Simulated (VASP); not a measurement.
# CdSe (P6_3mc) in VASP: single point with PBEsol

Aim: the single point of CdSe with PBEsol.

All numbers are computed with VASP 6.6.1; they aren't measurements. Logs are shortened: lines on timing, memory, paths and dates and some standing lists are left out, and cuts for length are marked.

**Experimental background.**

From a printed reference work, data compilation, for a bulk crystal of CdSe at 2 K: band gap 1.841 eV.

How close the calculation comes is told below.

## 1. The cell of the first run

It takes space group P6_3mc (No. 186, hexagonal). The conventional cell has a = 4.300 Å, b = 4.300 Å, c = 7.020 Å, α = 90.00°, β = 90.00°, γ = 120.00°. Within 3.4 Å of Cd (site symmetry 3m) lie 4 Se at 2.61 to 2.70 Å. Se (site symmetry 3m) has 4 Cd at 2.61 to 2.70 Å within 3.4 Å.

## 2. Single point, PBEsol

File INCAR:

```
ALGO     = Normal         # electronic algorithm
EDIFF    = 1E-7           # SCF threshold, eV
ENCUT    = 520            # plane-wave cutoff, eV
GGA      = PS             # functional
ISIF     = 2              # what is computed and relaxed
ISMEAR   = 0              # smearing method
LASPH    = True           # aspherical terms in the spheres
LCHARG   = False          # write CHGCAR
LREAL    = False          # projectors in reciprocal space
LWAVE    = False          # write WAVECAR
NBANDS   = 26             # bands
NELM     = 60             # most SCF steps
PREC     = Accurate       # precision mode
SIGMA    = 0.05           # smearing width, eV
```

File KPOINTS:

```
k-points
0
Gamma
  12 12 6
```

File POSCAR:

```
CdSe
1.0
    4.3000000000      0.0000000000      0.0000000000
   -2.1500000000      3.7239092400      0.0000000000
    0.0000000000      0.0000000000      7.0200000000
Cd Se
2 2
Direct
    0.3333333300      0.6666666700      0.0000000000
    0.6666666700      0.3333333300      0.5000000000
    0.3333333300      0.6666666700      0.3850000000
    0.6666666700      0.3333333300      0.8850000000
```

Potentials or basis: VASP PAW PBE potentials, release 64 (Cd, Se).

Started as:

```sh
> cat potpaw_PBE.64/Cd/POTCAR potpaw_PBE.64/Se/POTCAR > POTCAR
> mpirun -np 1 vasp_std > vasp.out
```

OUTCAR:

```text
EDIFF = 1E-7
   ENCUT = 520
   GGA = PS
   ISIF = 2
   ISMEAR = 0
   LASPH = True
   LREAL = False
   NELM = 60
   PREC = Accurate

 ion  position               nearest neighbor table
   1  0.333  0.667  0.000-   4 2.61   4 2.61   4 2.61   3 2.70
   2  0.667  0.333  0.500-   3 2.61   3 2.61   3 2.61   4 2.70
   3  0.333  0.667  0.385-   2 2.61   2 2.61   2 2.61   1 2.70
   4  0.667  0.333  0.885-   1 2.61   1 2.61   1 2.61   2 2.70

  LATTYP: Found a hexagonal cell.
 ALAT       =     4.3000000000
 C/A-ratio  =     1.6325581395

  Lattice vectors:

 A1 = (   4.3000000000,   0.0000000000,   0.0000000000)
 A2 = (  -2.1500000000,   3.7239092400,   0.0000000000)
 A3 = (   0.0000000000,   0.0000000000,   7.0200000000)

Analysis of symmetry for initial positions (statically):
=====================================================================
 Subroutine PRICEL returns:
 Original cell was already a primitive cell.

 Routine SETGRP: Setting up the symmetry group for a
 hexagonal supercell.

 Subroutine GETGRP returns: Found 12 space group operations
 (whereof  6 operations were pure point group operations)
 out of a pool of 24 trial point group operations.

The static configuration has the point symmetry C_3v.
 The point group associated with its full space group is C_6v.

Analysis of symmetry for dynamics (positions and initial velocities):
=====================================================================
 Subroutine PRICEL returns:
 Original cell was already a primitive cell.

 Routine SETGRP: Setting up the symmetry group for a
 hexagonal supercell.

 Subroutine GETGRP returns: Found 12 space group operations
 (whereof  6 operations were pure point group operations)
 out of a pool of 24 trial point group operations.

The dynamic configuration has the point symmetry C_3v.
 The point group associated with its full space group is C_6v.

 Subroutine INISYM returns: Found 12 space group operations
 (whereof  6 operations are pure point group operations),
 and found     1 'primitive' translations

----------------------------------------------------------------------------------------

                                     Primitive cell

  volume of cell :     112.4099

  direct lattice vectors                    reciprocal lattice vectors
     4.300000000  0.000000000  0.000000000     0.232558140  0.134267504  0.000000000
[... 90 lines left out ...]
   EDIFF  = 0.1E-06   stopping-criterion for ELM
   LREAL  =      F    real-space projection
   EDIFFG = 0.1E-05   stopping-criterion for IOM
   NSW    =      0    number of steps for IOM
   IBRION =     -1    ionic relax: 0-MD 1-quasi-New 2-CG
   NFREE  =      0    steps in history (QN), initial steepest desc. (CG)
   ISIF   =      2    stress and relaxation
   ISYM   =      2    0-nonsym 1-usesym 2-fastsym
   POTIM  = 0.5000    time-step for ionic-motion
   TEBEG  =    0.0;   TEEND  =   0.0 temperature during run
   PSTRESS=    0.0 pullay stress
   NELECT =      36.0000    total number of electrons
   NUPDOWN=      -1.0000    fix difference up-down
   EMIN   =  10.00;   EMAX   =-10.00  energy-range for DOS
   EFERMI =   0.00;   METHOD = LEGACY
   ISMEAR =     0;   SIGMA  =   0.05  broadening in eV -4-tet -1-fermi 0-gaus
   EFERMI_NEDOS =   21; number of points for ismear=-14 and -15
   IALGO  =     38    algorithm
   IMIX   =      4    mixing-type and parameters
     AMIX     =   0.40;   BMIX     =  1.00
     AMIX_MAG =   1.60;   BMIX_MAG =  1.00
  volume/ion in A,a.u.               =      28.10       189.64
  Fermi-wavevector in a.u.,A,eV,Ry     =   1.120059  2.116604 17.068937  1.254531
  Thomas-Fermi vector in A             =   2.256702
   LORBIT       =      0    0 simple, 1 ext, 2 COOP (PROOUT), +10 PAW based schemes
   GGA     = PS    functional components
   LHFCALC =     F    Hartree Fock is set to
   AEXX    =    0.0000 exact exchange contribution
   IVDW    =     0    specifies the selected vdW correction
   LEPSILON=     F    determine dielectric tensor
   LRPA    =     F    only Hartree local field effects (RPA)
 non-spin polarized calculation
 Gauss-broadening in eV      SIGMA  =   0.05
  energy-cutoff  :      520.00
  volume of cell :      112.41
 maximum number of plane-waves:      3046
 NGX is ok and might be reduce to    32
   NGX = 15   NGY = 15   NGZ = 27

 number of electron      35.9999998 magnetization

 Free energy of the ion-electron system (eV)
  ---------------------------------------------------
  ext. energy  EPLUGINS =         0.00000000
  ---------------------------------------------------
  free energy    TOTEN  =       -12.33308426 eV

  energy without entropy =      -12.33308426  energy(sigma->0) =      -12.33308426

 E-fermi :   1.0462     XC(G=0):  -9.0940

 val. band max:        0.8055658823   @ k =   0.0000   0.0000   0.0000
 cond. band min:       1.3854743629   @ k =   0.0000   0.0000   0.0000
 fundamental gap:      0.5799084806
 Fermi energy:         1.0462409275

 k-point     1 :       0.0000    0.0000    0.0000
  band No.  band energies     occupation
      1     -11.8187      2.00000
      2     -11.4450      2.00000
      3      -7.1083      2.00000
      4      -7.1083      2.00000
      5      -7.0524      2.00000
      6      -7.0524      2.00000
[... 685 lines left out ...]
     25       8.3658      0.00000
     26       9.1405      0.00000

 [... further k-points ...]

------------------------ aborting loop because EDIFF is reached ----------------------------------------

  FORCE on cell =-STRESS in cart. coord.  units (eV):
  Direction    XX          YY          ZZ          XY          YZ          ZX
  --------------------------------------------------------------------------------------
  -------------------------------------------------------------------------------------
  Total        0.7924745      0.7924745     -0.5326505      0.0000000      0.0000000      0.0000000
  in kB       11.2951300     11.2951300     -7.5918606      0.0000000      0.0000000      0.0000000
  external PRESSURE =       4.9994665 kB  Pullay stress =       0.0000000 kB

 VOLUME and BASIS-vectors are now :
 -----------------------------------------------------------------------------
  energy-cutoff  :      520.00
  volume of cell :      112.41
      direct lattice vectors                 reciprocal lattice vectors
     4.300000000  0.000000000  0.000000000     0.232558140  0.134267504  0.000000000
    -2.150000000  3.723909240  0.000000000     0.000000000  0.268535009  0.000000000
     0.000000000  0.000000000  7.020000000     0.000000000  0.000000000  0.142450142

 POSITION                                       TOTAL-FORCE (eV/Angst)
 -----------------------------------------------------------------------------------
     -0.00000      2.48261      0.00000        -0.000000      0.000000      0.274302
      2.15000      1.24130      3.51000         0.000000     -0.000000      0.274302
     -0.00000      2.48261      2.70270         0.000000      0.000000     -0.274302
      2.15000      1.24130      6.21270         0.000000      0.000000     -0.274302
 -----------------------------------------------------------------------------------
    total drift:                               -0.000013      0.000007      0.000106

  FREE ENERGIE OF THE ION-ELECTRON SYSTEM (eV)
  ---------------------------------------------------
  free  energy   TOTEN  =       -12.3330842586 eV

  energy  without entropy=      -12.3330842586  energy(sigma->0) =      -12.33308426
```

OSZICAR:

```text
N       E                     dE             d eps       ncg     rms          rms(c)
DAV:   1     0.240287285762E+03    0.24029E+03   -0.17019E+04  3952   0.125E+03
DAV:   2    -0.961465231676E-01   -0.24038E+03   -0.23199E+03  4324   0.309E+02
DAV:   3    -0.129862122814E+02   -0.12890E+02   -0.12815E+02  4760   0.713E+01
DAV:   4    -0.130936055840E+02   -0.10739E+00   -0.10729E+00  4352   0.613E+00
DAV:   5    -0.130942268332E+02   -0.62125E-03   -0.62123E-03  4612   0.454E-01    0.850E+00
DAV:   6    -0.123739328649E+02    0.72029E+00   -0.13265E+00  5062   0.121E+01    0.677E+00
DAV:   7    -0.123370150885E+02    0.36918E-01   -0.47546E-01  4120   0.360E+00    0.282E+00
DAV:   8    -0.123335105932E+02    0.35045E-02   -0.52433E-02  4122   0.236E+00    0.357E-01
DAV:   9    -0.123329896143E+02    0.52098E-03   -0.70358E-03  4406   0.996E-01    0.106E-01
DAV:  10    -0.123330298191E+02   -0.40205E-04   -0.67933E-04  4172   0.277E-01    0.604E-02
DAV:  11    -0.123330941298E+02   -0.64311E-04   -0.18002E-04  4144   0.906E-02    0.288E-02
DAV:  12    -0.123330824586E+02    0.11671E-04   -0.47178E-05  4274   0.763E-02    0.952E-03
DAV:  13    -0.123330852199E+02   -0.27614E-05   -0.12590E-05  4126   0.155E-02    0.955E-03
DAV:  14    -0.123330841941E+02    0.10258E-05   -0.23889E-06  4248   0.122E-02    0.370E-03
DAV:  15    -0.123330842586E+02   -0.64508E-07   -0.26994E-07  4180   0.293E-03
   1 F= -.12333084E+02 E0= -.12333084E+02  d E =-.598642E-14
```

Run time: 2.1 min. Hardware: 1 thread of Intel Xeon Platinum 8375C at 2.90GHz (Ice Lake), shared host; peak memory 0.36 GiB.

Results:

- Free energy: -12.3331 eV
- Pressure: 0.5 GPa
- Largest force: 0.274 eV/Å
- Band gap on the k mesh: 0.58 eV, direct

Forces on the atoms (eV/Å):
```
Cd   0.000  0.000  0.274
Cd   0.000  0.000  0.274
Se   0.000  0.000 -0.274
Se   0.000  0.000 -0.274
```

Stress tensor (GPa, compression positive):
```
 1.13  0.00  0.00
 0.00  1.13  0.00
 0.00  0.00 -0.76
```

Levels at points of the mesh, in eV from the valence-band top:
```tsv
k point	band 15	band 16	band 17	band 18	band 19	band 20	band 21	band 22
(0.00, 0.00, 0.00)	-0.73	-0.01	0.00	0.00	0.58	2.01	5.80	5.80
(0.50, 0.00, 0.00)	-2.61	-1.88	-1.27	-0.84	3.15	3.20	4.70	6.08
(0.00, 0.00, 0.50)	-0.38	-0.38	-0.38	-0.38	2.24	2.24	5.72	5.72
(0.50, 0.00, 0.50)	-1.40	-1.40	-1.31	-1.31	2.88	2.88	4.69	4.69
```

Caveat: the PAW data sets were made with another functional, which shifts forces and pressure a little.

## 3. Comparison with measurements

Step 2. Against the measured gap of CdSe, 1.841 eV (2 K; a printed reference work, data compilation), the calculated 0.58 eV is off by -1.26 eV. So large a miss can be the level of theory's own, or it may mean another phase, state or a wrong row. Spin-orbit coupling on Cd, Se is left out. The value is that of PBEsol, without temperature or zero-point motion. Semilocal functionals fall short of measured gaps as a rule.
